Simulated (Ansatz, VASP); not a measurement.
## ZnSe (Stilleite) in two plane-wave programs

One calculation is typed for both programs; each brings its own data sets and cutoff. How far apart do they land?

Calculated with Ansatz 0.2.0; plane waves, with VASP 6.6.1 beside it; band structure at r2SCAN, spin-orbit coupling and single point at r2SCAN, spin-orbit coupling.

**1. Starting point**

The structure is cubic, space group F-43m (No. 216). Conventional cell: a = 5.668 Å, b = 5.668 Å, c = 5.668 Å, α = 90.00°, β = 90.00°, γ = 90.00°. Nearest to Zn lie 4 Se at 2.45 Å. Nearest to Se lie 4 Zn at 2.45 Å. Farther neighbours and most contacts between anions are not listed.

**2. Ansatz: band structure, r2SCAN, spin-orbit coupling**

Ansatz runs on its fully relativistic PAW (standard-fr) files.

Levels along a path test the potential and the projectors away from the mesh points.

input.yaml

```yaml
crystal:
  lattice:
    - [0.0, 2.8338, 2.8338]
    - [2.8338, 0.0, 2.8338]
    - [2.8338, 2.8338, 0.0]
  atoms:
    - { symbol: Zn, position: [0.0, 0.0, 0.0] }
    - { symbol: Se, position: [0.25, 0.25, 0.25] }
hamiltonian:
  xc: r2scan
  pseudopotentials: { kind: paw_fr }
magnetization:
  noncollinear: true
  spin_orbit: true
kpoints:
  mp_grid: { grid: [6, 6, 6] }
  band_path:
    path:
      - [0.0, 0.0, 0.0]
      - [0.16667, 0.0, 0.16667]
      - [0.33333, 0.0, 0.33333]
      - [0.5, 0.0, 0.5]
      - [0.5, 0.08333, 0.58333]
      - [0.5, 0.18333, 0.68333]
      - [0.5, 0.25, 0.75]
      - [0.45, 0.3, 0.75]
      - [0.40833, 0.34167, 0.75]
      - [0.35, 0.35, 0.7]
      - [0.225, 0.225, 0.45]
      - [0.075, 0.075, 0.15]
      - [0.03333, 0.03333, 0.03333]
      - [0.23333, 0.23333, 0.23333]
      - [0.4, 0.4, 0.4]
      - [0.51667, 0.46667, 0.51667]
      - [0.55833, 0.38333, 0.55833]
      - [0.60833, 0.28333, 0.60833]
      - [0.60833, 0.25, 0.64167]
      - [0.55833, 0.25, 0.69167]
      - [0.51667, 0.25, 0.73333]
      - [0.5, 0.3, 0.7]
      - [0.5, 0.38333, 0.61667]
      - [0.5, 0.48333, 0.51667]
      - [0.475, 0.475, 0.55]
      - [0.425, 0.425, 0.65]
      - [0.38333, 0.38333, 0.73333]
      - [0.59167, 0.18333, 0.59167]
      - [0.55, 0.1, 0.55]
      - [0.5, 0.0, 0.5]
    npoints: 1
scf:
  occupations: { method: fermi_dirac, width: 0.05 }
  n_extra_bands: 14
output:
  forces: true
  stress: true
  eigenvalues: true
```

Command:

```
> ansatz run input.yaml --threads 2 --pin off --max-ram 4608MiB --backend cpu --events-out ev --progress --plain --runs-dir out
```

Numbers of over 12 decimals in the logs are rounded to 6 here.

The program printed:

```text
scf.n_extra_bands = 14 over 28 filled bands (N_el = 28.0): the run solves 42 bands
Engine: ansatz 0.2.0, aarch64-unknown-linux-gnu
Pseudopotentials: kind: paw_fr
Pseudopotential: Zn, paw_fr, valence charge 12, recommended cutoff 500 eV (meta_gga), Zn.paw.azcp#standard-fr
Pseudopotential: Se, paw_fr, valence charge 16, recommended cutoff 500 eV (meta_gga), Se.paw.azcp#standard-fr
Functional definition: r2SCAN
  parameter k0 = 0.174
  parameter k1 = 0.065
  parameter a1 = 4.9479
  exchange = r2scan_x(k0 = k0, k1 = k1, a1 = a1)
  correlation = r2scan_c
non-collinear run that drives no moment, with spin-orbit: no starting moment large enough to seed its density (crystal.atoms[].spin), no starting occupations that ask for one, no magnetisation constraint and no magnetic field, so the semilocal B_xc is pinned to zero
Crystal: 2 atoms, lattice volume = 45.513 Å³
Basis set: ecut = 500 eV, 1139 PW (Γ), exchange–correlation on 120×120×120 points (64 copies of the dense FFT grid, shifted against one another)
Bands: 42, of which v1, the nominal top of the filled ones, is band 28 counted from 1 (27 counted from 0)
Symmetry: 24 space group operations + 24 with time reversal
Magnetic group: BNS 216.75 (UNI 1577), of the structure as read, at distance tolerance 3.6e-5 Å
k-points: 16 of 216 (time reversal used)
Projection manifold: j_resolved (fully-relativistic pseudo-atomic orbitals)
Non-local potential: Zn, projectors of the file, l = 0: 2, l = 1: 4, l = 2: 6, l = 3: 2
Non-local potential: Se, projectors of the file, l = 0: 2, l = 1: 4, l = 2: 6, l = 3: 2
PAW form: soft (Blöchl's): semilocal exchange-correlation on the pseudo side does not see the compensation charge
PAW frozen core: Zn, regenerated for the run's functional (the file was generated under x = pbe(κ = 0.804, μ = 0.219515), c = pbe(β = 0.066725))
PAW frozen core: Se, regenerated for the run's functional (the file was generated under x = pbe(κ = 0.804, μ = 0.219515), c = pbe(β = 0.066725))
PAW one-centre angular grid: Zn, 590 points (default); XC on 297 of its mesh's 2673 points in the sphere
PAW one-centre angular grid: Se, 590 points (default); XC on 265 of its mesh's 2701 points in the sphere
Initial density: superposition of atomic densities (chi_scale 0.1, normalization cell, long waves kept (reshape's long-wave potential 0.00 eV rms))
Initial wavefunctions: pseudopotential atomic-orbital guess
Functional: x = r2scan, c = r2scan; τ floored in thin density (d = 2e-4 eV/Å³)
SCF iter   1: F=—  HF=-8800.276792 eV  |F-HF|=—  |Δ(HF+E_count)|=         —  Δρ=6.48e-2  dr2=1.09e0  dr2_τ=1.01e-3  dr2_m=0.00e0 (ungated)  ethr=3.10e-3  |M|=0.00e0 ∫|m|=0.00e0 μB  |m|>n=0.0e0 m-floor=0.0e0 τ_xc=0.0e0  β_m=0.30  ⟨swp⟩=7.9  Hψ=4512  notcnv=0  defer=45
preconditioner: auto → none  [insulator: Δε(μ)=1.537 eV  Ē_g=16.323 eV  σ=0.050 eV  W_gap=1.00  n_scr=14 (ndim 8)  ℏωp=23.4 eV  f_vac=0.058  D(μ)=0.00/eV (n_scr^D=0)  ε∞_Penn≈3.0]
SCF iter   2: F=—  HF=-8800.003740 eV  |F-HF|=—  |Δ(HF+E_count)|=   2.73e-1  Δρ=2.76e-2  dr2=1.80e-1  dr2_τ=5.94e-4  dr2_m=0.00e0 (ungated)  ethr=3.10e-3  |M|=0.00e0 ∫|m|=0.00e0 μB  |m|>n=0.0e0 m-floor=0.0e0 τ_xc=0.0e0  β_m=0.37  ⟨swp⟩=2.1  Hψ=1158  notcnv=0  defer=124
SCF iter   3: F=—  HF=-8799.983397 eV  |F-HF|=—  |Δ(HF+E_count)|=   2.03e-2  Δρ=1.34e-2  dr2=4.18e-2  dr2_τ=1.00e-4  dr2_m=0.00e0 (ungated)  ethr=6.42e-4  |M|=0.00e0 ∫|m|=0.00e0 μB  |m|>n=0.0e0 m-floor=0.0e0 τ_xc=0.0e0  β_m=0.52  ⟨swp⟩=2.0  Hψ=872  notcnv=0  defer=124
SCF iter   4: F=—  HF=-8799.978710 eV  |F-HF|=—  |Δ(HF+E_count)|=   4.69e-3  Δρ=1.57e-3  dr2=7.21e-4  dr2_τ=7.85e-6  dr2_m=0.00e0 (ungated)  ethr=1.49e-4  |M|=0.00e0 ∫|m|=0.00e0 μB  |m|>n=0.0e0 m-floor=0.0e0 τ_xc=0.0e0  β_m=0.63  ⟨swp⟩=2.1  Hψ=938  notcnv=0  defer=124
SCF iter   5: F=—  HF=-8799.979095 eV  |F-HF|=—  |Δ(HF+E_count)|=   3.85e-4  Δρ=4.59e-4  dr2=1.16e-4  dr2_τ=1.84e-6  dr2_m=0.00e0 (ungated)  ethr=2.58e-6  |M|=0.00e0 ∫|m|=0.00e0 μB  |m|>n=0.0e0 m-floor=0.0e0 τ_xc=0.0e0  β_m=0.63  ⟨swp⟩=2.0  Hψ=1086  notcnv=0  defer=124
SCF iter   6: F=—  HF=-8799.979090 eV  |F-HF|=—  |Δ(HF+E_count)|=   5.00e-6  Δρ=8.43e-5  dr2=1.96e-6  dr2_τ=2.04e-8  dr2_m=0.00e0 (ungated)  ethr=4.16e-7  |M|=0.00e0 ∫|m|=0.00e0 μB  |m|>n=0.0e0 m-floor=0.0e0 τ_xc=0.0e0  β_m=0.63  ⟨swp⟩=2.0  Hψ=996  notcnv=0  defer=124
SCF iter   7: F=—  HF=-8799.979092 eV  |F-HF|=—  |Δ(HF+E_count)|=   1.19e-6  Δρ=1.46e-5  dr2=8.07e-8  dr2_τ=2.72e-10  dr2_m=0.00e0 (ungated)  ethr=3.57e-10  |M|=0.00e0 ∫|m|=0.00e0 μB  |m|>n=0.0e0 m-floor=0.0e0 τ_xc=0.0e0  β_m=0.73  ⟨swp⟩=9.1  Hψ=3756  notcnv=0
SCF iter   8: F=-8799.979092 eV  HF=-8799.979092 eV  |F-HF|=3.46e-11  |Δ(HF+E_count)|=   8.15e-9  Δρ=3.00e-6  dr2=1.89e-9  dr2_τ=1.60e-11  dr2_m=0.00e0 (ungated)  ethr=2.88e-10  |M|=0.00e0 ∫|m|=0.00e0 μB  |m|>n=0.0e0 m-floor=0.0e0 τ_xc=0.0e0  ⟨swp⟩=3.1  Hψ=2333  notcnv=0
SCF 1 converged in 8 iterations: F = -8799.979092 eV  dr2 = 1.89e-9
  greatest PAW one-centre occupation: 0.999 electrons in one spin orbital (limit 2), on the Se atom at site 1 (counted from 0), in its partial waves of l = 2
NSCF: frozen V_eff on 30 k-points
SCF converged after 8 iterations
Magnetization: |M| = 0.0000 μB,  M = (+0.0000, +0.0000, +0.0000) μB
Absolute magnetization: 0.0000 μB (∫|m|)
  site 0: m = (+0.0000, +0.0000, +0.0000) μB, |m| = 0.0000 μB  (R = 1.01 Å)
  site 1: m = (+0.0000, +0.0000, +0.0000) μB, |m| = 0.0000 μB  (R = 1.01 Å)
Free energy (F): -8799.979092 eV
Harris-Foulkes:  -8799.979092 eV  (|F-HF|=3.46e-11)
Internal energy: -8799.979092 eV  (E = F + TS)
E sigma→0 (E₀):  -8799.979092 eV
Fermi energy:    7.479800 eV
--- Per-component energies (eV) ---
  E_band       = -399.569646
  E_kinetic    = 249.628194
  E_local      = -4397.949541  (includes V_loc(G=0)·N_el)
  E_nonlocal   = 23.218272
  E_hartree    = 2040.568452
  E_xc         = -222.230085
  E_vxc        = -159.285241  (∫ρ·V_xc dr)
  E_paw        = -3770.352956  (= ΣΔE_a)
  E_vpaw       = -204.397136  (= ΣTr[D̂ρ^β])
  E_aug_tail   = -0.000232  (compensation charges beyond the density's cutoff)
  E_vtau       = 8.077915  (kinetic-family band-sum trace: ∫τ·v_τ [+ j·A + Jᵃ·Aᵃ] dr)
  E_ewald      = -2720.942845
  E_core_change = -1.918350  (= ΣΔE_core)
  E_smearing   = -0.000000  (= −TS)
  E_closure    = -0.000000  (closes the sum)
  Σ components = -8799.979092   (vs F -8799.979092, Δ=0.00e0)
--- Forces (eV/Å), atoms counted from 1 ---
  atom   1  Zn     0.00000000    -0.00000000    -0.00000000
  atom   2  Se    -0.00000000     0.00000000    -0.00000000
  max |Σ_I F_I| component: 1.69e-16 eV/Å
--- Stress (GPa, compression-positive) ---
       -0.052691       0.000000       0.000000
        0.000000      -0.052691       0.000000
       -0.000000       0.000000      -0.052691
  P = ⅓ Tr σ = -0.0527 GPa (-0.527 kbar)
--- Band table (eV; the first three rows and the last of 16) ---
  k-point 0: bands = [... 24 lower, 6.5912, 6.5912, 6.5912, 6.5912, 8.3326, 8.3326, 12.6923, 12.6923, ... 10 higher]
  k-point 1: bands = [... 24 lower, 6.0999, 6.0999, 6.3254, 6.3375, 9.5383, 9.5383, 12.8413, 12.8413, ... 10 higher]
  k-point 2: bands = [... 24 lower, 5.6627, 5.6627, 5.8833, 5.8952, 9.6656, 9.6656, 13.4151, 13.4151, ... 10 higher]
  k-point 15: bands = [... 24 lower, 3.6829, 3.8197, 3.9061, 3.9105, 11.2970, 11.3182, 11.6961, 11.7917, ... 10 higher]
```

Run time: 29 s. Hardware: 2 threads of Arm Neoverse N1, shared host; peak memory 0.61 GiB; 58 s of CPU time.

The column dr2 measures how far the density is from self-consistency, as an energy; F and HF (Harris–Foulkes) agree once it is small.

**3. VASP: band structure, r2SCAN, spin-orbit coupling**

The same cell, functional, mesh and smearing now go to VASP, with its own data sets and cutoff.

Lines of VASP's logs that name or quote its potential files are left out, and so is its time.

INCAR

```
SYSTEM = ZnSe
PREC = Accurate
ENCUT = 400
EDIFF = 1E-06
NELM = 100
ISMEAR = -1
SIGMA = 0.05
LREAL = .FALSE.
ALGO = Normal
METAGGA = R2SCAN
LASPH = .TRUE.
LNONCOLLINEAR = .TRUE.
MAGMOM = 0 0 0 0 0 0
NBANDS = 30
GGA_COMPAT = .FALSE.
LSORBIT = .TRUE.
LORBIT = 11
LWAVE = .FALSE.
LCHARG = .FALSE.
KPAR = 2
```

POSCAR

```
ZnSe
1.0
    0.0000000000      2.8338000000      2.8338000000
    2.8338000000      0.0000000000      2.8338000000
    2.8338000000      2.8338000000      0.0000000000
Zn Se
1 1
Direct
    0.0000000000      0.0000000000      0.0000000000
    0.2500000000      0.2500000000      0.2500000000
```

KPOINTS

```
Automatic mesh
0
Gamma
6 6 6
0 0 0
```

KPOINTS_OPT

```
Line mode
16
Line-mode
Reciprocal
  0.00000000   0.00000000   0.00000000 GAMMA
  0.50000000   0.00000000   0.50000000 X

  0.50000000   0.00000000   0.50000000 X
  0.50000000   0.25000000   0.75000000 W

  0.50000000   0.25000000   0.75000000 W
  0.37500000   0.37500000   0.75000000 K

  0.37500000   0.37500000   0.75000000 K
  0.00000000   0.00000000   0.00000000 GAMMA

  0.00000000   0.00000000   0.00000000 GAMMA
  0.50000000   0.50000000   0.50000000 L

  0.50000000   0.50000000   0.50000000 L
  0.62500000   0.25000000   0.62500000 U

  0.62500000   0.25000000   0.62500000 U
  0.50000000   0.25000000   0.75000000 W

  0.50000000   0.25000000   0.75000000 W
  0.50000000   0.50000000   0.50000000 L

  0.50000000   0.50000000   0.50000000 L
  0.37500000   0.37500000   0.75000000 K

  0.62500000   0.25000000   0.62500000 U
  0.50000000   0.00000000   0.50000000 X
```

The projector-augmented-wave data sets are Zn and Se (PBE family, release 64).

Command:

```
> mpirun -np 2 vasp_ncl
```

The program printed:

```text
[banner, memory and clock lines left out]
running    2 mpi-ranks, on    1 nodes
 distrk:  each k-point on    1 cores,    2 groups
 distr:  one band on    1 cores,    1 groups

 POSCAR found type information on POSCAR ZnSe
 POSCAR found :  2 types and       2 ions
|                                                                             |
|               ----> ADVICE to this user running VASP <----                  |
|                                                                             |
|     You enforced a specific xc type in the INCAR file but a different       |
|     [... a line on the potential file left out ...]
|     I HOPE YOU KNOW WHAT YOU ARE DOING!                                     |
|                                                                             |

 LDA part: xc-table for (None), standard interpolation
 POSCAR, INCAR and KPOINTS ok, starting setup
 FFT: planning ... GRIDC
 FFT: planning ... GRID_SOFT
 FFT: planning ... GRID
 WAVECAR not read
 entering main loop
       N       E                     dE             d eps       ncg     rms          rms(c)
DAV:   1     0.913084297882E+02    0.91308E+02   -0.71766E+03  1320   0.118E+03
DAV:   2    -0.165927680918E+02   -0.10790E+03   -0.10178E+03  1338   0.290E+02
DAV:   3    -0.275102720824E+02   -0.10918E+02   -0.10799E+02  1552   0.936E+01
DAV:   4    -0.277016836482E+02   -0.19141E+00   -0.19121E+00  1500   0.132E+01
DAV:   5    -0.277025330074E+02   -0.84936E-03   -0.84934E-03  1474   0.817E-01    0.505E+00
DAV:   6    -0.249257808739E+02    0.27768E+01   -0.13095E+00  1540   0.344E+01    0.466E+00
DAV:   7    -0.249012091280E+02    0.24572E-01   -0.39970E-01  1546   0.976E+00    0.219E+00
DAV:   8    -0.249164766479E+02   -0.15268E-01   -0.37520E-02  1448   0.191E+00    0.648E-01
DAV:   9    -0.249188403862E+02   -0.23637E-02   -0.30259E-03  1748   0.116E+00    0.219E-01
DAV:  10    -0.249189755203E+02   -0.13513E-03   -0.67748E-04  1446   0.268E-01    0.689E-02
DAV:  11    -0.249190228170E+02   -0.47297E-04   -0.16757E-04  1682   0.175E-01    0.428E-02
DAV:  12    -0.249189995120E+02    0.23305E-04   -0.13346E-04  1698   0.188E-01    0.263E-02
DAV:  13    -0.249189961410E+02    0.33709E-05   -0.35205E-05  1674   0.138E-01    0.367E-03
DAV:  14    -0.249190016061E+02   -0.54651E-05   -0.39211E-06  1616   0.369E-02    0.398E-03
DAV:  15    -0.249190004684E+02    0.11377E-05   -0.77559E-07   810   0.176E-02    0.111E-03
DAV:  16    -0.249190001307E+02    0.33773E-06   -0.99293E-08   768   0.302E-03
   1 F= -.24919000E+02 E0= -.24919000E+02  d E =-.673303E-09  mag=     0.0000    -0.0000     0.0000
 Start KPOINTS_OPT (optional k-point list driver)
k-point batch [1-22\160]
       N       E                     dE             ncg
DAV:   1     0.861672394610E+03   -0.64194E+04     1328
DAV:   2    -0.150822317587E+04   -0.23699E+04     1320
DAV:   3    -0.174405390567E+04   -0.23583E+03     1602
DAV:   4    -0.174799154366E+04   -0.39376E+01     1574
DAV:   5    -0.174800795747E+04   -0.16414E-01     1564
DAV:   6    -0.174800808798E+04   -0.13052E-03     1574
DAV:   7    -0.174800808949E+04   -0.15079E-05     1370
DAV:   8    -0.174800808956E+04   -0.70634E-07     1208
[...]
k-point batch [155-160\160]
       N       E                     dE             ncg
DAV:   1     0.881137109201E+04   -0.30753E+04      360
DAV:   2     0.816799018135E+04   -0.64338E+03      360
DAV:   3     0.810320413923E+04   -0.64786E+02      446
DAV:   4     0.810220572833E+04   -0.99841E+00      460
DAV:   5     0.810220193797E+04   -0.37904E-02      436
DAV:   6     0.810220190844E+04   -0.29532E-04      468
DAV:   7     0.810220190814E+04   -0.30297E-06      380
```

From OUTCAR (step 3):

```text
ion  position               nearest neighbor table
   1  0.000  0.000  0.000-   2 2.45   2 2.45   2 2.45   2 2.45
   2  0.250  0.250  0.250-   1 2.45   1 2.45   1 2.45   1 2.45

  LATTYP: Found a face centered cubic cell.
 ALAT       =     5.6676000000

 Subroutine GETGRP returns: Found 24 space group operations
 (whereof 24 operations were pure point group operations)

The static configuration has the point symmetry T_d .

 Found     22 irreducible k-points:

   k-points           NKPTS =     22   k-points in BZ     NKDIM =     22   number of bands    NBANDS=     30

   dimension x,y,z NGX =    28 NGY =   28 NGZ =   28
   dimension x,y,z NGXF=    56 NGYF=   56 NGZF=   56

   ENCUT  =  400.0 eV  29.40 Ry    5.42 a.u.   6.54  6.54  6.54*2*pi/ulx,y,z

   NELECT =      18.0000    total number of electrons

 k-points in reciprocal lattice and weights: Automatic mesh
   0.00000000  0.00000000  0.00000000       0.005
   0.16666667  0.00000000  0.00000000       0.019
  -0.16666667  0.00000000  0.00000000       0.019
   0.33333333  0.00000000  0.00000000       0.019
  -0.33333333  0.00000000  0.00000000       0.019
   0.50000000  0.00000000  0.00000000       0.019
   0.16666667  0.16666667  0.00000000       0.028
   0.33333333  0.16666667  0.00000000       0.056
  -0.33333333 -0.16666667  0.00000000       0.056
[...]
-0.33333333  0.33333333  0.16666667       0.111
  -0.33333333  0.50000000  0.16666667       0.056

 average (electrostatic) potential at core
       1 -42.6556       2 -60.4074

 E-fermi :   2.3119

 k-point     1 :       0.0000    0.0000    0.0000
  band No.  band energies     occupation
    ...
     14       1.0532      1.00000
     15       1.4246      1.00000
     16       1.4246      1.00000
     17       1.4246      1.00000
     18       1.4246      1.00000
     19       3.1654      0.00000
     20       3.1654      0.00000
     21       7.5195      0.00000
     22       7.5195      0.00000
     23       7.6599      0.00000
    ...

 k-point     2 :       0.1667    0.0000    0.0000
  band No.  band energies     occupation
    ...
     14      -0.5632      1.00000
     15       0.9336      1.00000
     16       0.9336      1.00000
     17       1.1589      1.00000
     18       1.1711      1.00000
     19       4.3727      0.00000
     20       4.3727      0.00000
     21       7.6723      0.00000
     22       7.6723      0.00000
     23       7.9789      0.00000
    ...

 k-point     3 :      -0.1667    0.0000    0.0000
  band No.  band energies     occupation
    ...
     14      -0.5632      1.00000
     15       0.9336      1.00000
     16       0.9336      1.00000
     17       1.1589      1.00000
     18       1.1711      1.00000
     19       4.3727      0.00000
     20       4.3727      0.00000
     21       7.6723      0.00000
     22       7.6723      0.00000
     23       7.9789      0.00000
    ...

  Total       -0.0825306     -0.0825306     -0.0825306     -0.0000000      0.0000000     -0.0000000
  in kB       -2.9052798     -2.9052798     -2.9052798     -0.0000000      0.0000000     -0.0000000
  external PRESSURE =      -2.9052798 kB  Pullay stress =       0.0000000 kB

  energy-cutoff  :      400.00
  volume of cell :       45.51
      direct lattice vectors                 reciprocal lattice vectors
     0.000000000  2.833800000  2.833800000    -0.176441527  0.176441527  0.176441527
     2.833800000  0.000000000  2.833800000     0.176441527 -0.176441527  0.176441527
     2.833800000  2.833800000  0.000000000     0.176441527  0.176441527 -0.176441527

 POSITION                                       TOTAL-FORCE (eV/Angst)
 -----------------------------------------------------------------------------------
      0.00000      0.00000      0.00000        -0.000000     -0.000000      0.000000
      1.41690      1.41690      1.41690         0.000000      0.000000     -0.000000
 -----------------------------------------------------------------------------------
    total drift:                                0.000001      0.000001      0.000001

  FREE ENERGIE OF THE ION-ELECTRON SYSTEM (eV)
  ---------------------------------------------------
  free  energy   TOTEN  =       -24.9190001307 eV

  energy  without entropy=      -24.9190001300  energy(sigma->0) =      -24.91900013

 Spin-Orbit-Coupling matrix elements
 Ion:    1  E_soc:     -0.0082065
 Ion:    2  E_soc:     -0.0343729

 total charge
# of ion       s       p       d       tot
------------------------------------------
    1        0.511   0.443   9.802  10.756
    2        1.430   2.485   0.030   3.944
--------------------------------------------------
tot          1.941   2.928   9.832  14.701

 magnetization (x)
# of ion       s       p       d       tot
------------------------------------------
    1       -0.000   0.000   0.000   0.000
    2        0.000   0.000  -0.000  -0.000
--------------------------------------------------
tot         -0.000   0.000  -0.000   0.000

 magnetization (y)
# of ion       s       p       d       tot
------------------------------------------
    1        0.000   0.000   0.000   0.000
    2        0.000  -0.000  -0.000  -0.000
--------------------------------------------------
tot          0.000   0.000  -0.000   0.000

 magnetization (z)
# of ion       s       p       d       tot
------------------------------------------
    1       -0.000   0.000  -0.000  -0.000
    2       -0.000  -0.000  -0.000  -0.000
--------------------------------------------------
tot         -0.000  -0.000  -0.000  -0.000

[... 3 further parts left out ...]
```

The run ends at a pressure of -0.29 GPa.

[end of part 1 of 2]

[Lines on the potential files, build, host, timing and source positions are cut from VASP's logs without a mark.]

[Logs are printed without paths, hosts, clocks, repeated set-up lines and the standing remarks that a program may print on its own settings, such as how far it seeks lower states.]

[Hosts, paths, dates, database ids (printed as entryN), source tags and the programs' standing remarks are cut or masked in the printed files.]
